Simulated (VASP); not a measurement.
Wanted: the native input for a VASP 6.6.1 run.

```
Task                   : single point
Functional             : PBE
Potentials or basis    : VASP PAW PBE potentials, release 64 (Cu, N)
Cutoff                 : 520 eV
k mesh                 : 10 × 10 × 10
Occupations            : gaussian, width 0.01 eV
Spin                   : no spin polarisation
Dipole correction      : no
Further INCAR settings : ALGO = Fast; EDIFF = 1e-06; NBANDS = 27
```

The structure of Cu3N lies in POSCAR:

```
Cu3N
1.0
    3.9023544290      0.0000000000      0.0000000000
    0.0000000000      3.9023544290      0.0000000000
    0.0000000000      0.0000000000      3.9023544290
Cu N
3 1
Direct
    0.5000000000      0.0000000000      0.0000000000
    0.0000000000      0.5000000000      0.0000000000
    0.0000000000      0.0000000000      0.5000000000
    0.0000000000      0.0000000000      0.0000000000
```

One way to write it, as run:

INCAR

```
SYSTEM = Cu3N
PREC     = Accurate       ! precision mode
ENCUT    = 520            ! plane-wave cutoff, eV
EDIFF    = 1E-6           ! SCF threshold, eV
ISMEAR   = 0              ! smearing method
SIGMA    = 0.01           ! smearing width, eV
LREAL    = .FALSE.        ! projectors in reciprocal space
LASPH    = .TRUE.         ! aspherical terms in the spheres
NELM     = 100            ! most SCF steps
ALGO     = Fast           ! electronic algorithm
ISIF     = 2              ! what is computed and relaxed
LWAVE    = .FALSE.        ! write WAVECAR
LCHARG   = .TRUE.         ! write CHGCAR
GGA      = PE             ! functional
LELF     = .TRUE.         ! ELF
LVHAR    = .TRUE.       
NBANDS   = 27             ! bands
```

KPOINTS

```
Automatic mesh
0
G
  10 10 10
  0 0 0
```

Potentials or basis: VASP PAW PBE potentials, release 64 (Cu, N).

Command:

```sh
$ cat potpaw_PBE.64/Cu/POTCAR potpaw_PBE.64/N/POTCAR > POTCAR
$ mpirun -np 1 vasp_std > vasp.out
```

It gave:

```yaml
Pressure: -5.6 GPa
Band_gap_on_the_k_mesh: 0.43 eV, indirect (least direct gap 0.94 eV)
```

It took 68 s on 1 thread of Intel(R) Xeon(R) Platinum 8488C (Sapphire Rapids) (shared host), peak memory 0.2 GiB.
